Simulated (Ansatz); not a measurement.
`C[SiH2]CC=O` → `CCC=O` + `[SiH2]` at 500 K and 1 bar (silylene formation by 1,1-elimination).

Program: Ansatz. Geometries: PBE0-D4/def2-TZVP. ΔE: electronic, gas phase. CCSD(T)/CBS is the MP2 limit (def2-TZVPP, def2-QZVPP) plus CCSD(T) − MP2 in def2-TZVPP, frozen cores. This one scheme is used for every species. One conformer a species, not always the lowest.

```csv
species,CCSD(T)/CBS energy (Eh),H − E (kJ/mol),S (J/(mol·K))
`C[SiH2]CC=O`,-483.22373,312.8,431.0
`CCC=O`,-192.92825,256.3,343.8
`[SiH2]`,-290.19011,48.0,226.5
```

H − E and S are ideal-gas, rigid-rotor, harmonic terms from PBE0-D4/def2-TZVP, for one conformer and one mirror image of each species. 1 Eh = 2625.50 kJ/mol, R = 8.31446 J/(mol·K).

Question: By hand: ΔE, ΔH, ΔS and ΔG.

Answer: ΔE = (-192.92825) + (-290.19011) − (-483.22373) = 0.10537 Eh = 276.6 kJ/mol. Δ(H − E) = 256.3 + 48.0 − 312.8 = -8.5, so ΔH = 268.1 kJ/mol. ΔS = 343.8 + 226.5 − 431.0 = 139.3 J/(mol·K). ΔG = 268.1 − 500 × (139.3)/1000 = 198.5 kJ/mol.

Question: By hand: the equilibrium constant, and the temperature at which ΔG would vanish if ΔH and ΔS stayed fixed.

Answer: log₁₀ K = −ΔG/(RT ln 10) = -20.7. ΔG = 0 at ΔH/ΔS = 1925 K.

The number of gas molecules changes by +1, which sets the sign of ΔS. A doubt of 5 kJ/mol in ΔE shifts log₁₀ K by 0.5 here. Other conformers and mirror images would add mixing entropy, several J/(mol·K) or more a flexible species. Modes under 60 cm⁻¹, often nearly free rotors, make the harmonic entropy too high. These are equilibria of isolated gas molecules and say nothing of rates. Largest T1 diagnostic: 0.014 (customary marks: 0.02 for closed shells, 0.045 for open ones).
